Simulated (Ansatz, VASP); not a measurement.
BN: VASP beside Ansatz

```
CELL_PARAMETERS angstrom
1.25270 0.72324 3.29752
-1.25270 0.72324 3.29752
0.00000 -1.44649 3.29752
ATOMIC_POSITIONS crystal
B 0.99970 0.99970 0.99970
N 0.33274 0.33274 0.33274
```

Alike in both runs: functional PBE; dispersion D3(BJ); k mesh 12 × 12 × 12; occupations gaussian, width 0.02 eV; no spin polarisation.

Ansatz relaxed the structure, and its values are those at the end. VASP's run is a single point on that final structure, the one shown.

```csv
,VASP,Ansatz
version,VASP 6.6.1,Ansatz 0.2.0
potentials or method,"VASP PAW PBE potentials, release 64 (B, N)","scalar-relativistic, plane waves, PAW"
plane-wave cutoff (eV),520,420
valence electrons in the cell,8,8
```

VASP gave:

| Item | Value |
| --- | --- |
| gap on the k mesh at the Fermi level (eV) | 4.23 |
| least direct gap on the mesh (eV) | 4.69 |
| pressure (GPa) | 0.3 |

Q: What did Ansatz give for the same quantities?

A: gap on the k mesh at the Fermi level (eV): 4.24; least direct gap on the mesh (eV): 4.69; pressure (GPa): 0.0.

A k mesh can miss the band edges. A hybrid or GW would open this gap; PBE tends to underestimate it.
